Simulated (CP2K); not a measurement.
Runs of CP2K 2026.2 on WS2. Symmetry: R3m, No. 160, trigonal system. Conventional cell: a = 3.158 Å, b = 3.158 Å, c = 18.490 Å, α = 90.00°, β = 90.00°, γ = 120.00°. W (site symmetry 3m) is surrounded by 6 S at 2.39 to 2.42 Å. Around S (site symmetry 3m) lie 3 W at 2.42 Å. S (site symmetry 3m) has 3 W at 2.39 Å as nearest neighbours. Measurements of this composition are mostly on another form, of space group No. 194.

| level | potentials or basis | smearing | EPS_DEFAULT | points a segment of the path (NPOINTS) | bands added on the path | gap on the mesh (eV) | pressure (GPa) | largest force (eV/Å) |
| --- | --- | --- | --- | --- | --- | --- | --- | --- |
| TB-mBJ | POTENTIAL_UZH W GTH-PBE-q14, S GTH-PBE-q6; TZVP-MOLOPT-PBE-GTH basis | fermi-dirac 0.1 eV | 1.0E-10 | 10 | 2 | 1.16 | - | - |
| TASK | POTENTIAL_UZH W GTH-SCAN-q14, S GTH-SCAN-q6; TZVP-MOLOPT-SCAN-GTH basis | fermi-dirac 0.05 eV | 1.0E-9 | 10 | 6 | (b) | 6.1 | 0.73 |
| r2SCAN | POTENTIAL_UZH W GTH-SCAN-q14, S GTH-SCAN-q6; TZVP-MOLOPT-SCAN-GTH basis | fermi-dirac 0.05 eV | 1.0E-9 | 10 | 4 | 1.21 | (a) | 0.62 |
| SCAN | POTENTIAL_UZH W GTH-SCAN-q14, S GTH-SCAN-q6; TZVP-MOLOPT-SCAN-GTH basis | fermi-dirac 0.01 eV | 1.0E-10 | 8 | 4 | (c) | 0.5 | 0.62 |

Alike in all rows: task band structure; no spin polarisation; cell as given; k mesh 10 × 10 × 10.

Q: Fill in the values left out.

A: (a) 1.3; (b) 1.43; (c) 1.20.

Caveats: spin-orbit coupling is left out, which moves the levels of the heavy elements; the basis of atomic orbitals isn't converged, which shifts pressures, moduli and gaps; the potentials were made for another functional, which shifts forces and pressure (some runs); this is a model potential without an energy functional, so only levels have meaning (some runs).

A k mesh can miss the band edges, and the runs leave out spin-orbit coupling on W.
